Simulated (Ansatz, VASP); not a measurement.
Pb in VASP and in Ansatz

```
CELL_PARAMETERS angstrom
3.48946 0.00000 0.00000
-1.74473 3.02196 0.00000
0.00000 0.00000 5.75270
ATOMIC_POSITIONS crystal
Pb 0.33333 0.66667 0.25000
Pb 0.66667 0.33333 0.75000
```

This isn't the form of Pb at room conditions, which is fcc.

Alike in both runs: task single point; functional PBE; dispersion D3(BJ); k mesh 15 × 15 × 8; occupations gaussian, width 0.1 eV; no spin polarisation.

|  | VASP | Ansatz |
| --- | --- | --- |
| version | VASP 6.6.1 | Ansatz 0.2.0 |
| potentials or method | VASP PAW PBE potentials, release 64 (Pb_d) | scalar-relativistic, plane waves, PAW |
| plane-wave cutoff (eV) | 520 | 420 |
| valence electrons in the cell | 28 | 28 |

Ansatz gave:

- gap on the k mesh at the Fermi level (eV): none
- pressure (GPa): 0.0
- dispersion energy (meV/atom): -409.6

Question: Which values does VASP return?

Answer: gap on the k mesh at the Fermi level (eV): none; pressure (GPa): -0.1; dispersion energy (meV/atom): -409.5.

A gap of «none» marks a metal or a gap that the smearing closes.

Caveats: pairwise dispersion overbinds metals, which lowers pressure and volume. Spin-orbit coupling is left out, which matters for the levels of Pb.
